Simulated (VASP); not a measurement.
# PbTe: relaxed cell and band gap, by functional

PbTe, Fm-3m (no. 225), 2 atoms in the cell.

| Functional | Volume (Å³/atom) | Change from the starting volume (fraction) | Gap, path and mesh (eV) | Time (s) |
|---|---|---|---|---|
| rSCAN-L | 35.20 | 0.044 | 1.10 | 432 |
| r2SCAN-L | 35.14 | 0.042 | 1.12 | 1040 |
| OFR2 | 33.59 | -0.004 | 0.90 | 335 |
| TASK | 39.95 | 0.185 | 2.01 | 937 |

Limits: Spin-orbit coupling is left out, and with elements this heavy it changes the gap; rows 1, 2, 3: functionals of the density's Laplacian are noisy on the grid, so small differences in pressure and volume may be numerical; row 4: TASK was built for band gaps, and its volumes can be far off.

## Input of the first row

INCAR.step1:
```
PREC     = Accurate       # precision mode
ENCUT    = 600            # plane-wave cutoff, eV
EDIFF    = 1E-5           # SCF threshold, eV
ISMEAR   = 0              # smearing method
SIGMA    = 0.02           # smearing width, eV
LREAL    = False          # projectors in reciprocal space
LASPH    = True           # aspherical terms in the spheres
GGA_COMPAT= False        
ALGO     = Normal         # electronic algorithm
NELM     = 150            # most SCF steps
ISIF     = 2              # what is computed and relaxed
LWAVE    = True           # write WAVECAR
LCHARG   = False          # write CHGCAR
GGA      = PE             # functional
KPAR     = 2             
```

INCAR.step2, as INCAR.step1 but for:
```
- EDIFF = 1E-5
- ISIF = 2
- LWAVE = True
- GGA = PE
+ EDIFF = 1E-7
+ ISIF = 3
+ LWAVE = False
+ METAGGA = RSCANL
+ LMIXTAU = True
+ IBRION = 2
+ EDIFFG = -0.005
+ NSW = 60
+ ISTART = 1
```

INCAR.step3, as INCAR.step2 but for:
```
- NSW = 60
- ISTART = 1
+ NSW = 40
```

INCAR.step4, as INCAR.step3 but for:
```
- ISIF = 3
- IBRION = 2
- EDIFFG = -0.005
- NSW = 40
+ ISIF = 2
+ NBANDS = 17
```

KPOINTS:
```
k-points
0
Gamma
  6 6 6
```

KPOINTS_OPT:
```
path GXWKGLUWLK,UX
8
line-mode
reciprocal
 0.0000000000  0.0000000000  0.0000000000  G
 0.5000000000  0.0000000000  0.5000000000  X

 0.5000000000  0.0000000000  0.5000000000  X
 0.5000000000  0.2500000000  0.7500000000  W

 0.5000000000  0.2500000000  0.7500000000  W
 0.3750000000  0.3750000000  0.7500000000  K

 0.3750000000  0.3750000000  0.7500000000  K
 0.0000000000  0.0000000000  0.0000000000  G

 0.0000000000  0.0000000000  0.0000000000  G
 0.5000000000  0.5000000000  0.5000000000  L

 0.5000000000  0.5000000000  0.5000000000  L
 0.6250000000  0.2500000000  0.6250000000  U

 0.6250000000  0.2500000000  0.6250000000  U
 0.5000000000  0.2500000000  0.7500000000  W

 0.5000000000  0.2500000000  0.7500000000  W
 0.5000000000  0.5000000000  0.5000000000  L

 0.5000000000  0.5000000000  0.5000000000  L
 0.3750000000  0.3750000000  0.7500000000  K

 0.6250000000  0.2500000000  0.6250000000  U
 0.5000000000  0.0000000000  0.5000000000  X
```

POSCAR.step1:
```
TePb
1.0
    0.0000000000      3.2310000000      3.2310000000
    3.2310000000      0.0000000000      3.2310000000
    3.2310000000      3.2310000000      0.0000000000
Pb Te
1 1
Direct
    0.0000000000      0.0000000000      0.0000000000
    0.5000000000      0.5000000000      0.5000000000
```

Commands (each step's output is kept before the next begins):
```
cat potpaw_PBE.64/Pb_d/POTCAR potpaw_PBE.64/Te/POTCAR > POTCAR
cp INCAR.step1 INCAR
cp POSCAR.step1 POSCAR
mpirun -np 2 vasp_std > vasp.out
cp INCAR.step2 INCAR
mpirun -np 2 vasp_std > vasp.out
cp CONTCAR POSCAR
rm WAVECAR CHG
cp INCAR.step3 INCAR
mpirun -np 2 vasp_std > vasp.out
cp CONTCAR POSCAR
rm WAVECAR CHG
cp INCAR.step4 INCAR
mpirun -np 2 vasp_std > vasp.out
```

Changes of the last row against the first:
```
- METAGGA = RSCANL
+ XC = TASK_X PW92_C
```

VASP 6.6.1 took 432 s on 2 cores (Intel Xeon Platinum 8488C (Sapphire Rapids)), a shared host.
